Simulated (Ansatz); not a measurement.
**From the elastic tensor of P to moduli and sound speeds**

Computed with DFT PBE, scalar-relativistic, plane waves, PAW (Ansatz 0.2.0). Settings: 420 eV plane-wave cutoff, Γ-centred 18×18×18 mesh, Fermi-Dirac smearing of 0.15 eV. No spin polarisation.

Space group Pm-3m (No. 221), cubic, a = 2.447 Å. P has 6 P at 2.45 Å.

It was reached by relaxing an invented guess, and it needn't be the stable form of this composition. In a metal, frequencies and elastic constants depend on the k mesh and the smearing, soft modes and shear constants most. This form isn't the element's ground state: it lies 92 meV/atom above the standard structure at this level.

Relaxed-ion constants (GPa, on the Cartesian axes of the calculation):
C11 = 213.8, C12 = 77.5, C13 = 35.0, C22 = 213.8, C23 = 35.0, C33 = 254.3, C44 = 67.6, C55 = 67.6, C66 = 105.4 GPa; the others vanish.

Density 3.508 g/cm³; 4 atoms in 58.64 Å³.

With S = C⁻¹: B_V = (C11+C22+C33+2(C12+C13+C23))/9, G_V = (C11+C22+C33−C12−C13−C23+3(C44+C55+C66))/15, 1/B_R = S11+S22+S33+2(S12+S13+S23), 15/G_R = 4(S11+S22+S33−S12−S13−S23)+3(S44+S55+S66); Hill is their mean. Then v_l = √((B+4G/3)/ρ), v_t = √(G/ρ), v_m = [(2/v_t³+1/v_l³)/3]^(−1/3) and Θ = (ħ/k_B)·v_m·(6π²n/V)^(1/3) for n atoms in the volume V; E = 9BG/(3B+G), ν = (3B−2G)/(2(3B+G)) and A^U = 5G_V/G_R + B_V/B_R − 6.

- Bulk modulus, Voigt / Reuss / Hill: 108.6 / 108.5 / 108.5 GPa
- Shear modulus, Voigt / Reuss / Hill: 83.8 / 79.6 / 81.7 GPa
- Young's modulus: 196 GPa
- Poisson ratio: 0.199
- Pugh ratio B/G: 1.33 (under 1.75, the rule of thumb for brittle)
- Universal anisotropy index: 0.26
- Longitudinal and transverse sound speeds: 7873 and 4825 m/s
- Debye temperature from the mean sound speed: 648 K
